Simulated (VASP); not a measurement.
# CoO (P-6m2) in VASP: notebook

Runs on CoO. Level: PBE. Tasks: single point.

All numbers are computed with VASP 6.6.1; they aren't measurements. Logs are shortened: lines on timing, memory, paths and dates and some standing lists are left out, and cuts for length are marked.

## 1. The crystal as given

The structure is hexagonal, space group P-6m2 (No. 187). The conventional cell has a = 2.828 Å, b = 2.828 Å, c = 2.722 Å, α = 90.00°, β = 90.00°, γ = 120.00°. Co (site symmetry -6m2) has 6 O at 2.13 Å as nearest neighbours. Around O (site symmetry -6m2) lie 6 Co at 2.13 Å.

The cell was built by a generator and needn't be a form met in nature.

## 2. Single point, PBE, collinear spin, ferromagnetic start

INCAR reads:

```
SYSTEM = CoO
  PREC = Accurate
  ENCUT = 520
  EDIFF = 1E-6
  ISMEAR = -1
  SIGMA = 0.05
  LREAL = .FALSE.
  LASPH = .TRUE.
  NELM = 100
  ALGO = Fast
  ISIF = 2
  LWAVE = .FALSE.
  LCHARG = .FALSE.
  ISPIN = 2
  MAGMOM = 2 2 0 0
  LORBIT = 11
  LMAXMIX = 4
  GGA = PE
```

KPOINTS reads:

```
Automatic mesh
0
G
  8 8 8
  0 0 0
```

POSCAR reads:

```
CoO
1.0
   -1.4142300000      2.4495100000      2.7217200000
    2.8284500000      0.0000000000      2.7217200000
    1.4142200000      2.4495100000      0.0000000000
Co O
2 2
Direct
    0.2500000000      0.2500000000      0.7500000000
    0.7500000000      0.7500000000      0.2500000000
    0.8333300000      0.1666700000      0.5000000000
    0.3333300000      0.6666700000      0.0000000000
```

Potentials or basis: VASP PAW PBE potentials, release 64 (Co, O).

The run is started by

```sh
cat potpaw_PBE.64/Co/POTCAR potpaw_PBE.64/O/POTCAR > POTCAR
mpirun -np 1 vasp_std > vasp.out
```

OUTCAR:

```text
SYSTEM = CoO
   PREC = Accurate
   ENCUT = 520
   EDIFF = 1E-6
   ISMEAR = -1
   LREAL = .FALSE.
   LASPH = .TRUE.
   NELM = 100
   ISIF = 2
   ISPIN = 2
   LORBIT = 11
   GGA = PE

 ion  position               nearest neighbor table
   1  0.250  0.250  0.750-   3 2.13   4 2.13   4 2.13   3 2.13   4 2.13   3 2.13   2 2.72   2 2.72
                             2 2.83   2 2.83   2 2.83   2 2.83
   2  0.750  0.750  0.250-   4 2.13   3 2.13   3 2.13   4 2.13   3 2.13   4 2.13   1 2.72   1 2.72
                             1 2.83   1 2.83   1 2.83   1 2.83
   3  0.833  0.167  0.500-   2 2.13   1 2.13   1 2.13   2 2.13   1 2.13   2 2.13
   4  0.333  0.667  0.000-   1 2.13   2 2.13   2 2.13   1 2.13   1 2.13   2 2.13

  LATTYP: Found a body centered orthorhombic cell.
 ALAT       =     2.8284478868
 B/A-ratio  =     1.7320537115
 C/A-ratio  =     1.9245325415

  Lattice vectors:

 A1 = (   1.4142300000,  -2.4495100000,  -2.7217200000)
 A2 = (  -1.4142300000,   2.4495100000,  -2.7217200000)
 A3 = (   2.8284500000,   0.0000000000,   2.7217200000)

Analysis of symmetry for initial positions (statically):
=====================================================================
 Subroutine PRICEL returns following result:

  LATTYP: Found a hexagonal cell.
 ALAT       =     2.8284478868
 C/A-ratio  =     0.9622662707
[... 12 lines left out ...]
 Subroutine GETGRP returns: Found  4 space group operations
 (whereof  4 operations were pure point group operations)
 out of a pool of  8 trial point group operations.

The static configuration has the point symmetry C_2v.

Analysis of symmetry for dynamics (positions and initial velocities):
=====================================================================
 Subroutine PRICEL returns following result:

  LATTYP: Found a hexagonal cell.
 ALAT       =     2.8284478868
 C/A-ratio  =     0.9622662707
[... 12 lines left out ...]
 Subroutine GETGRP returns: Found  4 space group operations
 (whereof  4 operations were pure point group operations)
 out of a pool of  8 trial point group operations.

The dynamic configuration has the point symmetry C_2v.

Analysis of structural, dynamic, and magnetic symmetry:
=====================================================================
 Subroutine PRICEL returns following result:

  LATTYP: Found a hexagonal cell.
 ALAT       =     2.8284478868
 C/A-ratio  =     0.9622662707
[... 12 lines left out ...]
 Subroutine GETGRP returns: Found  4 space group operations
 (whereof  4 operations were pure point group operations)
 out of a pool of  8 trial point group operations.

The overall configuration has the point symmetry C_2v.

 Subroutine INISYM returns: Found  4 space group operations
 (whereof  4 operations are pure point group operations),
 and found     2 'primitive' translations

----------------------------------------------------------------------------------------

                                     Primitive cell

  volume of cell :      18.8569

  direct lattice vectors                    reciprocal lattice vectors
     1.414220000  2.449510000  0.000000000     0.000000000  0.408244914  0.000000000
    -2.828450000  0.000000000  0.000000000    -0.353550531  0.204121735  0.000000000
     0.000000000  0.000000000  2.721720000     0.000000000  0.000000000  0.367414723

  length of vectors
     2.828447887  2.828450000  2.721720000     0.408244914  0.408244609  0.367414723

  position of ions in fractional coordinates (direct lattice)
     0.000000000  0.000000000  0.500000000
     0.333330000  0.666660000  0.000000000

  ion indices of the primitive-cell ions
   primitive index   ion index
                 1           1
                 2           3

----------------------------------------------------------------------------------------

 KPOINTS: Automatic mesh

Automatic generation of k-mesh.
 Grid dimensions read from file:
 generate k-points for:    8    8    8

 Generating k-lattice:

  Cartesian coordinates                     Fractional coordinates (reciprocal lattice)
    -0.022096908  0.012757608  0.022963420     0.125000000  0.000000000  0.000000000
     0.022096908 -0.012757608  0.022963420     0.000000000  0.125000000  0.000000000
     0.022096908  0.038273006 -0.022963420     0.000000000  0.000000000  0.125000000

  Length of vectors
     0.034327082  0.034327082  0.049803765

  Shift w.r.t. Gamma in fractional coordinates (k-lattice)
     0.000000000  0.000000000  0.000000000

 Subroutine IBZKPT returns following result:
 ===========================================

 Found     95 irreducible k-points:

 Following reciprocal coordinates:
            Coordinates               Weight
  0.000000  0.000000  0.000000      1.000000
  0.125000 -0.000000 -0.000000      4.000000
  0.250000 -0.000000 -0.000000      4.000000
  0.375000  0.000000  0.000000      4.000000
  0.500000 -0.000000 -0.000000      2.000000
  0.125000  0.125000  0.000000      2.000000
[... 16 lines left out ...]
  0.125000  0.000000  0.125000      4.000000
  0.250000 -0.000000  0.125000      8.000000
 [... further k-points ...]
   k-points           NKPTS =     95   k-points in BZ     NKDIM =     95   number of bands    NBANDS=     21
   number of dos      NEDOS =    301   number of ions     NIONS =      4
   total plane-waves  NPLWV =  21600
   dimension x,y,z NGX =    30 NGY =   30 NGZ =   24
   dimension x,y,z NGXF=    60 NGYF=   60 NGZF=   48
   ions per type =               2   2
   NGX,Y,Z   is equivalent  to a cutoff of  12.71, 12.71, 14.11 a.u.
   NGXF,Y,Z  is equivalent  to a cutoff of  25.41, 25.41, 28.21 a.u.
 SYSTEM =  CoO
   PREC   = accura    normal or accurate (medium, high low for compatibility)
   ISTART =      0    job   : 0-new  1-cont  2-samecut
   ICHARG =      2    charge: 1-file 2-atom 10-const
   ISPIN  =      2    spin polarized calculation?
   LNONCOLLINEAR =      F non collinear calculations
   LSORBIT =      F    spin-orbit coupling
   LASPH  =      T    aspherical Exc in radial PAW
   ENCUT  =  520.0 eV  38.22 Ry    6.18 a.u.   7.30  7.30  5.26*2*pi/ulx,y,z
   NELM   =    100;   NELMIN=  2; NELMDL= -5     # of ELM steps
   EDIFF  = 0.1E-05   stopping-criterion for ELM
   LREAL  =      F    real-space projection
   EDIFFG = 0.1E-04   stopping-criterion for IOM
   NSW    =      0    number of steps for IOM
   IBRION =     -1    ionic relax: 0-MD 1-quasi-New 2-CG
   NFREE  =      0    steps in history (QN), initial steepest desc. (CG)
   ISIF   =      2    stress and relaxation
   ISYM   =      2    0-nonsym 1-usesym 2-fastsym
   POTIM  = 0.5000    time-step for ionic-motion
   TEBEG  =    0.0;   TEEND  =   0.0 temperature during run
   PSTRESS=    0.0 pullay stress
   NELECT =      30.0000    total number of electrons
   NUPDOWN=      -1.0000    fix difference up-down
   EMIN   =  10.00;   EMAX   =-10.00  energy-range for DOS
   EFERMI =   0.00;   METHOD = LEGACY
   ISMEAR =    -1;   SIGMA  =   0.05  broadening in eV -4-tet -1-fermi 0-gaus
   EFERMI_NEDOS =   21; number of points for ismear=-14 and -15
   IALGO  =     68    algorithm
   IMIX   =      4    mixing-type and parameters
     AMIX     =   0.40;   BMIX     =  1.00
     AMIX_MAG =   1.60;   BMIX_MAG =  1.00
  volume/ion in A,a.u.               =       9.43        63.63
  Fermi-wavevector in a.u.,A,eV,Ry     =   1.516869  2.866468 31.305547  2.300893
  Thomas-Fermi vector in A             =   2.626201
   LORBIT       =     11    0 simple, 1 ext, 2 COOP (PROOUT), +10 PAW based schemes
   GGA     = PE    functional components
   LHFCALC =     F    Hartree Fock is set to
   AEXX    =    0.0000 exact exchange contribution
   IVDW    =     0    specifies the selected vdW correction
   LEPSILON=     F    determine dielectric tensor
   LRPA    =     F    only Hartree local field effects (RPA)
 spin polarized calculation
 RMM-DIIS sequential band-by-band and
  energy-cutoff  :      520.00
  volume of cell :       37.71
 maximum number of plane-waves:      1031
 NGX is ok and might be reduce to    30
   NGX = 15   NGY = 15   NGZ = 11

 number of electron      30.0000004 magnetization       6.0000573

 Free energy of the ion-electron system (eV)
  ---------------------------------------------------
  ext. energy  EPLUGINS =         0.00000000
  ---------------------------------------------------
  free energy    TOTEN  =       -25.87677606 eV

  energy without entropy =      -25.82126154  energy(sigma->0) =      -25.84901880

 E-fermi :   8.2176     XC(G=0): -12.5729

 val. band max:        8.2129013745   @ k =   0.1250   0.0000   0.3750
 cond. band min:       8.2194205186   @ k =  -0.3750   0.2500   0.1250
 fundamental gap:      0.0065191441
 Fermi energy:         8.2176135363

 spin component 1

 k-point     1 :       0.0000    0.0000    0.0000
  band No.  band energies     occupation
      1     -12.3050      1.00000
      2     -10.5783      1.00000
      3       0.9853      1.00000
      4       1.4048      1.00000
      5       2.3825      1.00000
      6       3.2302      1.00000
[... 565 lines left out ...]
     20      14.0154      0.00000
     21      18.7636      0.00000

 [... further k-points ...]

 spin component 2

 k-point     1 :       0.0000    0.0000    0.0000
  band No.  band energies     occupation
      1     -11.6539      1.00000
      2      -9.8077      1.00000
      3       1.7368      1.00000
      4       2.2061      1.00000
      5       3.8913      1.00000
      6       4.5385      1.00000
[... 565 lines left out ...]
     20      14.8129      0.00000
     21      19.4135      0.00000

 [... further k-points ...]
[... 5 lines left out ...]
  --------------------------------------------------------------------------------------
  -------------------------------------------------------------------------------------
  Total       -0.0285530     -0.0067329     -0.1581485      0.0188967      0.0000000      0.0000000
  in kB       -1.2130026     -0.2860300     -6.7185329      0.8027799      0.0000000      0.0000000
  external PRESSURE =      -2.7391885 kB  Pullay stress =       0.0000000 kB

 VOLUME and BASIS-vectors are now :
 -----------------------------------------------------------------------------
  energy-cutoff  :      520.00
  volume of cell :       37.71
      direct lattice vectors                 reciprocal lattice vectors
    -1.414230000  2.449510000  2.721720000    -0.176775266  0.102060868  0.183707362
     2.828450000  0.000000000  2.721720000     0.176775266 -0.102060868  0.183707362
     1.414220000  2.449510000  0.000000000     0.176775266  0.306184047 -0.183707362

 POSITION                                       TOTAL-FORCE (eV/Angst)
 -----------------------------------------------------------------------------------
      1.41422      2.44951      1.36086        -0.001762      0.001017      0.000000
      1.41422      2.44951      4.08258        -0.001762      0.001017      0.000000
      0.00001      3.26601      2.72172         0.001762     -0.001017      0.000000
      1.41424      0.81650      2.72172         0.001762     -0.001017      0.000000
 -----------------------------------------------------------------------------------
    total drift:                                0.000034      0.000046     -0.000000

  FREE ENERGIE OF THE ION-ELECTRON SYSTEM (eV)
  ---------------------------------------------------
  free  energy   TOTEN  =       -25.8767760581 eV

  energy  without entropy=      -25.8212615433  energy(sigma->0) =      -25.84901880

 total charge

# of ion       s       p       d       tot
------------------------------------------
    1        0.309   0.393   7.145   7.848
    2        0.309   0.393   7.145   7.848
    3        1.563   3.403   0.000   4.967
    4        1.563   3.403   0.000   4.967
--------------------------------------------------
tot          3.745   7.594  14.291  25.629

 magnetization (x)

# of ion       s       p       d       tot
------------------------------------------
    1        0.006   0.008   2.533   2.547
    2        0.006   0.008   2.533   2.547
    3        0.026   0.380   0.000   0.407
    4        0.026   0.380   0.000   0.407
--------------------------------------------------
tot          0.065   0.776   5.067   5.908
```

It took 2 min on 1 thread of AMD EPYC 9R45 (Zen 5), shared host; peak memory 0.22 GiB.

Results:

```
Free energy                                           : -25.8768 eV
Pressure                                              : -0.3 GPa
Band gap on the k mesh                                : none (metal or under the smearing width)
Net moment                                            : 6.00 μB per cell
Site moments                                          : Co +2.55; O +0.41 μB
Valence electrons inside the program's atomic spheres : Co 7.85; O 4.97
```

Forces on the atoms (eV/Å):
```
Co  -0.002  0.001  0.000
Co  -0.002  0.001  0.000
O    0.002 -0.001  0.000
O    0.002 -0.001  0.000
```

Caveat: semilocal functionals often make such compounds metallic where correlation or magnetic order opens a gap, which also shifts bond lengths. With open d or f shells a metallic result of PBE can be an artefact of self-interaction; +U or a hybrid may open a gap.

## 3. Single point, PBE, collinear spin, antiferromagnetic start

INCAR, as its differences from that of step 2:

```diff
@@ -14,3 +14,3 @@
   ISPIN = 2
-  MAGMOM = 2 2 0 0
+  MAGMOM = 2 -2 0 0
   LORBIT = 11
```

KPOINTS is that of step 2.

POSCAR is that of step 2.

Potentials or basis: VASP PAW PBE potentials, release 64 (Co, O).

The run is started by

```sh
cat potpaw_PBE.64/Co/POTCAR potpaw_PBE.64/O/POTCAR > POTCAR
mpirun -np 1 vasp_std > vasp.out
```

It took 1.7 min on 1 thread of AMD EPYC 9R45 (Zen 5), shared host; peak memory 0.21 GiB.

It converged, with:

* Free energy: -25.7744 eV
* Pressure: 0.7 GPa
* Largest force: 0.293 eV/Å
* Band gap on the k mesh: none (metal or under the smearing width)
* Net moment: 0.00 μB per cell
* Site moments: Co +2.35, -2.35; O +0.00 μB
* Valence electrons inside the program's atomic spheres: Co 7.86; O 4.96

Forces in eV/Å, atoms in the order of the input:
```
Co   0.254 -0.146  0.000
Co   0.254 -0.146  0.000
O   -0.254  0.146  0.000
O   -0.254  0.146  0.000
```

Stress tensor (GPa, compression positive):
```
 3.41 -4.49  0.00
-4.49 -1.78  0.00
 0.00  0.00  0.35
```

Levels at points of the mesh, in eV from the Fermi level:
Spin up:
```tsv
k point	band 11	band 12	band 13	band 14	band 15	band 16	band 17	band 18	band 19
(0.00, 0.00, 0.00)	-1.88	-1.55	-1.52	-0.52	0.15	0.74	0.83	1.08	1.61
(0.50, 0.00, 0.00)	-2.17	-1.79	-1.25	-0.77	-0.27	0.35	0.84	1.30	5.32
(0.50, 0.50, 0.00)	-2.03	-1.77	-1.01	-0.68	-0.25	0.19	0.74	1.52	5.86
(0.00, 0.00, 0.50)	-1.94	-1.71	-1.38	-0.55	-0.02	0.23	1.09	1.35	6.91
(0.50, 0.00, 0.50)	-2.25	-1.66	-0.56	-0.44	-0.04	0.07	0.83	1.96	5.67
```
Spin down:
| k point | band 12 | band 13 | band 14 | band 15 | band 16 | band 17 | band 18 | band 19 |
| --- | --- | --- | --- | --- | --- | --- | --- | --- |
| (0.00, 0.00, 0.00) | -1.55 | -1.52 | -0.52 | 0.15 | 0.74 | 0.83 | 1.08 | 1.61 |
| (0.50, 0.00, 0.00) | -1.79 | -1.25 | -0.77 | -0.27 | 0.35 | 0.84 | 1.30 | 5.28 |
| (0.50, 0.50, 0.00) | -1.77 | -1.01 | -0.68 | -0.25 | 0.19 | 0.74 | 1.52 | 5.86 |
| (0.00, 0.00, 0.50) | -1.71 | -1.38 | -0.55 | -0.02 | 0.23 | 1.09 | 1.35 | 6.97 |
| (0.50, 0.00, 0.50) | -1.66 | -0.56 | -0.44 | -0.04 | 0.07 | 0.83 | 1.96 | 5.65 |

Caveat: semilocal functionals often make such compounds metallic where correlation or magnetic order opens a gap, which also shifts bond lengths. With open d or f shells a metallic result of PBE can be an artefact of self-interaction; +U or a hybrid may open a gap.

(Part 1 of 2 ends here.)
